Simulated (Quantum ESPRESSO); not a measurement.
**ZnAu under changes of volume**

One of the cells (15.583 Å³/atom); the others are scaled copies at fixed shape and fractional positions:

```
CELL_PARAMETERS angstrom
3.14700 0.00000 0.00000
0.00000 3.14700 0.00000
0.00000 0.00000 3.14700
ATOMIC_POSITIONS crystal
Au 0.00000 0.00000 0.00000
Zn 0.50000 0.50000 0.50000
```

| Item | Value |
| --- | --- |
| Program | Quantum ESPRESSO 7.5 |
| Functional | PBEsol |
| Potentials or basis | GBRV 1.5 PBEsol |
| Cutoff | 762 eV |
| Density cutoff | 6095 eV |
| k mesh | 8 × 8 × 8 |
| Occupations | fermi-dirac, width 0.05 eV |
| Spin | no spin polarisation |

| volume (Å³/atom) | energy over the lowest point (meV/atom) | pressure (GPa) |
| --- | --- | --- |
| 14.648 | ? | ? |
| 14.960 | 3.96 | 3.5 |
| 15.272 | 0.00 | 0.4 |
| 15.583 | 1.83 | -2.4 |
| 15.895 | 8.73 | -4.8 |
| 16.207 | 20.09 | -6.9 |
| 16.518 | 35.34 | -8.8 |

Question: What does the run at 14.648 Å³/atom give?

Answer: Energy over the lowest point 14.51 meV/atom; pressure 7.2 GPa.

Worked out: A Birch-Murnaghan fit of order 3 (a polynomial in V^(-2/3)) to the other rows has its minimum at 15.32 Å³/atom with B0 = V·E''(V) = 143 GPa and B' = 5.3. It gives 14.49 meV/atom at 14.648 Å³/atom, against the run's 14.51, and -dE/dV = 7.2 GPa, against 7.2.

Energies are extrapolated to zero smearing.
